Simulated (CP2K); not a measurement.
Runs of CP2K 2026.2 on TiO2. The typed cell holds 9 atoms: a = 2.968 Å, b = 4.708 Å, c = 7.241 Å, α = 88.08°, β = 78.18°, γ = 90.00°. The cell comes from a database or a generator and needn't be the stable form of this composition.

| level | U | PLUS_U_METHOD | gap on the mesh (eV) |
| --- | --- | --- | --- |
| PBE | - | - | (a) |
| PBE+U | Ti d U = 2.0 eV | MULLIKEN | 2.50 |
| PBE+U | Ti d U = 4.0 eV | MULLIKEN | 2.57 |
| PBE+U | Ti d U = 6.0 eV | MULLIKEN | 2.47 |

Alike in all rows: task single point; potentials or basis GTH_POTENTIALS Ti GTH-PBE-q12, O GTH-PBE-q6; DZVP-MOLOPT-SR-GTH basis; no spin polarisation; cell as given; k mesh 7 × 5 × 3; smearing fermi-dirac 0.05 eV.

Fill in the values left out.

(a) 2.21.

Caveats: an odd mesh through Γ misses points on the zone boundary, where band edges often lie; the basis of atomic orbitals isn't converged, which shifts pressures, moduli and gaps; this program's U acts on Mulliken populations of all basis functions of the shell, so it isn't the U of plane-wave codes (some runs); energies scatter by some meV and the pressure isn't listed (some runs).
